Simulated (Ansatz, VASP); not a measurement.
# Two plane-wave programs on CsPbCl3

```
Cs Pb Cl
1.0
     4.00316    2.31122    3.29556
    -4.00316    2.31122    3.29556
     0.00000   -4.62245    3.29556
Cs Pb Cl
1 1 3
Direct
  0.50000 0.50000 0.50000
  0.00000 0.00000 0.00000
  0.50000 0.01860 0.98140
  0.01860 0.98140 0.50000
  0.98140 0.50000 0.01860
```

The cell comes from a database or a generator and needn't be the stable form of this composition.

Alike in both runs: task single point; functional PBEsol; k mesh 3 × 3 × 3; occupations gaussian, width 0.1 eV; no spin polarisation.

```csv
,VASP,Ansatz
version,VASP 6.6.1,Ansatz 0.2.0
potentials or method,"VASP PAW PBE potentials, release 64 (Cs_sv, Pb_d, Cl)","scalar-relativistic, plane waves, PAW"
plane-wave cutoff (eV),520,420
valence electrons in the cell,44,44
```

Ansatz gave:

| Quantity | Value |
| --- | --- |
| gap on the k mesh at the Fermi level (eV) | 3.89 |
| least direct gap on the mesh (eV) | 3.89 |
| pressure (GPa) | -1.0 |
| rms of the force components (eV/Å) | 0.018 |

Problem. Which values does VASP return?

Solution. gap on the k mesh at the Fermi level (eV): 3.90; least direct gap on the mesh (eV): 3.90; pressure (GPa): -1.0; rms of the force components (eV/Å): 0.018.

Atom by atom the forces differ by 0.000 eV/Å (rms over components).

Caveats: the PAW data sets were made with another functional, which shifts forces and pressure a little (VASP); spin-orbit coupling is left out, which as a rule narrows the gap of such compounds by several tenths of an eV; an odd mesh through Γ misses points on the zone boundary, where band edges often lie.
